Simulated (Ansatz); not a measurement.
A 2-atom cell of GaN (F-43m) from a materials database, relaxed with r2SCAN in Ansatz. The symmetry is F-43m (No. 216, cubic); a = 4.498 Å in the conventional setting, 11.37 Å³ an atom. Ga is surrounded by 4 N at 1.95 Å; N is surrounded by 4 Ga at 1.95 Å.

The axes x, y and z are those of this cell:
```yaml
crystal:
  lattice:
    - [0.00000, 2.24895, 2.24895]
    - [2.24895, 0.00000, 2.24895]
    - [2.24895, 2.24895, 0.00000]
  atoms:
    - { symbol: Ga, position: [0.00000, 0.00000, 0.00000] }
    - { symbol: N, position: [0.75000, 0.75000, 0.75000] }
```

Unstrained: With PBE the gap is 1.756 eV and direct, at Γ. The r2SCAN gap is direct at Γ: 2.168 eV. HSE06 gives a direct gap of 3.005 eV at Γ. Meshes: PBE 10×10×10, r2SCAN 10×10×10, HSE06 6×6×6. Strains are changes of length per length. After each strain the atoms were relaxed again with r2SCAN within the symmetry that the strain leaves, so tilts or polar shifts that break it weren't tested; points keep the names that they have in the unstrained zone. Calculated for a static, non-magnetic cell.

(1) One strain changed the r2SCAN stress by xx +3.31, yy +3.31, zz +3.31 GPa (compression positive) and the gap by +0.102 eV (PBE), +0.109 eV (r2SCAN), +0.119 eV (HSE06). Which kind of strain was it, and roughly how large?

(2) Estimate what uniaxial +5.98 % along z, other directions held does to the gap.

## Answers

(1) Isotropic -0.54 % on every length. The pattern of the stress gives the kind; the size needs the stiffness, so it is an estimate.

(2) PBE: the gap goes from 1.756 to 1.274 eV (-0.482 eV); with r2SCAN the top three valence levels at Γ, degenerate before, become 2+1 from the top over 294 meV. r2SCAN: the gap goes from 2.168 to 1.665 eV (-0.503 eV). HSE06: the gap goes from 3.005 to 2.463 eV (-0.542 eV). The r2SCAN energy rises by 34.9 meV an atom.

The meshes of the hybrids are coarse, so their gaps aren't converged to the digits shown.

The splittings at Γ are without spin-orbit coupling, which regroups them where it is of like size or larger.
